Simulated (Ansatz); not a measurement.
Be:

```
Be
1.0
     2.23274    0.00000    0.00000
     0.00000    2.23274    0.00000
     0.00000    0.00000    2.06565
Be
1
Direct
  0.50000 0.50000 0.00000
```

The cell was built by a generator and needn't be a form met in nature.

Base run:

- Program: Ansatz 0.2.0
- Functional: PBEsol
- Potentials or basis: Ansatz PAW
- Cutoff: 420 eV
- Density cutoff: 1680 eV
- k mesh: 12 × 12 × 13
- Occupations: fermi-dirac, width 0.05 eV
- Spin: no spin polarisation

Its results: band gap on the k mesh none (metal or under the smearing width); pressure -0.6 GPa.

Q: After a change of settings the same cell gave: band gap on the k mesh none (metal or under the smearing width); pressure 0.1 GPa. Which change was it?
A. functional from PBEsol to LDA
B. functional from PBEsol to RPBE
C. functional from PBEsol to PBE
D. functional from PBEsol to revPBE

A: C.

PBE binds less tightly than PBEsol, so the same cell stands under more pressure.

Caveats: the PAW data sets come from PBE, with cores solved anew for the run's functional, which leaves a small shift of forces and pressure (some runs).

Not every run made on this cell is shown here.
